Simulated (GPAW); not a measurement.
Runs of GPAW 26.7.0 on InAs. The structure is cubic, space group F-43m (No. 216). Conventional cell: a = 6.036 Å, b = 6.036 Å, c = 6.036 Å, α = 90.00°, β = 90.00°, γ = 90.00°. In (site symmetry -43m) is surrounded by 4 As at 2.61 Å. As (site symmetry -43m) has 4 In at 2.61 Å as nearest neighbours. 

```csv
task,level,potentials or basis,spin,k mesh,cutoff (eV),data set,band path,band points,spin axis theta (degrees),spin axis phi (degrees),mesh quality,pressure (GPa)
band structure,PBEsol,"PAW data sets generated in the run's folder for this functional, pw","SOC, no magnetisation",6 × 6 × 6,600,-,"GXWKGLUWLK,UX",100,90,0,not flagged,1.4
one-shot levels on a semilocal density,LDA,"the program's PAW data sets (release 1.2.1) made for this functional, pw",off,5 × 5 × 5,500,-,-,-,-,-,coarse,-0.8
band structure,SOGGA,"PAW data sets generated in the run's folder for this functional, pw","SOC, no magnetisation",6 × 6 × 6,600,-,"GXWKGLUWLK,UX",60,0,0,not flagged,1.3
band structure,TPSS,"GPAW PAW data sets (gpaw-data 1.2.1), pw","SOC, no magnetisation",6 × 6 × 6,600,-,"GXWKGLUWLK,UX",100,90,0,not flagged,(a)
```

Alike in all rows: cell as given; smearing fermi-dirac 0.05 eV.

Q: Fill in the values left out.

A: (a) 3.2.

Caveats: some runs use coarse meshes; this crystal is a semiconductor, whose small gap the functional closes, so the metal is an error of the method; spin-orbit coupling was added after a scalar SCF, so levels and gaps hold it while energy, forces, pressure and moments don't (some runs); this program's spin-orbit splittings come out too wide for heavy elements (some runs); the cutoff is short for stress and forces, so pressures can be off by a GPa or more (some runs); one-shot exact exchange on a metal's smeared states is rough (some runs); the PAW data sets were made with another functional, which shifts forces and pressure a little (some runs).

Runs at the PBE level aren't shown here.
